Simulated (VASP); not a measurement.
Set up this calculation in VASP 6.6.1, as the native input.

| Quantity | Value |
| --- | --- |
| Task | single point |
| Functional | TB-mBJ |
| Potentials or basis | VASP PAW PBE potentials, release 64 (Sn_d, S) |
| Cutoff | 420 eV |
| k mesh | 3 × 8 × 7 |
| Occupations | gaussian, width 0.02 eV |
| Spin | no spin polarisation |
| Further INCAR settings | ALGO = Normal; EDIFF = 1e-06 |

SnS:

```
Sn S
1.0
    11.20000    0.00000    0.00000
     0.00000    3.98700    0.00000
     0.00000    0.00000    4.33400
Sn S
4 4
Cartesian
  1.3373 0.9968 0.5192
  4.2627 2.9903 2.6862
  6.9373 0.9968 1.6478
  9.8627 2.9903 3.8148
  9.5290 0.9968 2.0773
  7.2710 2.9903 4.2443
  3.9290 0.9968 0.0897
  1.6710 2.9903 2.2567
```

The input as run:

POSCAR

```
SnS
1.0
   11.2000000000      0.0000000000      0.0000000000
    0.0000000000      3.9870000000      0.0000000000
    0.0000000000      0.0000000000      4.3340000000
Sn S
4 4
Direct
    0.1194000000      0.2500000000      0.1198000000
    0.3806000000      0.7500000000      0.6198000000
    0.6194000000      0.2500000000      0.3802000000
    0.8806000000      0.7500000000      0.8802000000
    0.8508000000      0.2500000000      0.4793000000
    0.6492000000      0.7500000000      0.9793000000
    0.3508000000      0.2500000000      0.0207000000
    0.1492000000      0.7500000000      0.5207000000
```

INCAR.step1

```
SYSTEM = SnS
  ALGO = Normal
  EDIFF = 1E-5
  ENCUT = 420
  GGA = PE
  ISIF = 2
  ISMEAR = 0
  LASPH = .True.
  LCHARG = .False.
  LREAL = .False.
  LWAVE = .True.
  NELM = 60
  PREC = Accurate
  SIGMA = 0.02
```

INCAR.step2

```
SYSTEM = SnS
  ALGO = Normal
  EDIFF = 1E-6
  ENCUT = 420
  ISIF = 2
  ISMEAR = 0
  ISTART = 1
  LASPH = .True.
  LCHARG = .False.
  LREAL = .False.
  LWAVE = .False.
  METAGGA = MBJ
  NELM = 60
  PREC = Accurate
  SIGMA = 0.02
```

KPOINTS

```
k-points
0
Gamma
  3 8 7
  0 0 0
```

Potentials or basis: VASP PAW PBE potentials, release 64 (Sn_d, S).

Run with:

```bash
$ cat potpaw_PBE.64/Sn_d/POTCAR potpaw_PBE.64/S/POTCAR > POTCAR
$ cp INCAR.step1 INCAR
$ mpirun -np 1 vasp_std > vasp.out
$ cp INCAR.step2 INCAR
$ mpirun -np 1 vasp_std > vasp.out
```

It gave:

The band gap on the k mesh is 1.22 eV, indirect (least direct gap 1.63 eV).

Caveat: spin-orbit coupling is left out, which moves the levels of the heavy elements; an odd mesh through Γ misses points on the zone boundary, where band edges often lie.

Wall time 8.3 min on 1 thread of Intel(R) Xeon(R) 6975P-C (Granite Rapids), on a shared host, peak memory 0.39 GiB.
